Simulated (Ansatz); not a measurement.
Z-matrix (Å, degrees):
```
C
C 1 1.519
H 1 1.094 2 111.1
H 1 1.092 2 111.7 3 120.2
H 1 1.094 2 111.1 3 -119.6
C 2 1.523 1 112.8 3 59.8
H 2 1.097 1 109.9 3 -62.0
H 2 1.097 1 109.9 3 -178.5
N 6 1.452 2 116.2 1 180.0
H 6 1.096 2 109.2 1 -57.6
H 6 1.096 2 109.2 1 57.6
H 9 1.013 6 110.3 2 58.7
H 9 1.013 6 110.3 2 -58.8
```

Charge 0, multiplicity 1.

List the ωB97M-V/def2-TZVPP orbital energies in eV (Ansatz 0.2.0). (Estimate.)

The calculation gave: Occupied: -393.94, -281.83, -281.20, -281.08, -27.36, -24.24, -21.12, -19.16, -16.58, -15.08, -14.85, -13.88, -12.87, -12.65, -12.06, -11.52, -9.18. Lowest empty: 2.52, 3.01, 3.67, 3.94, 4.62, 5.08, 5.09, 5.41.
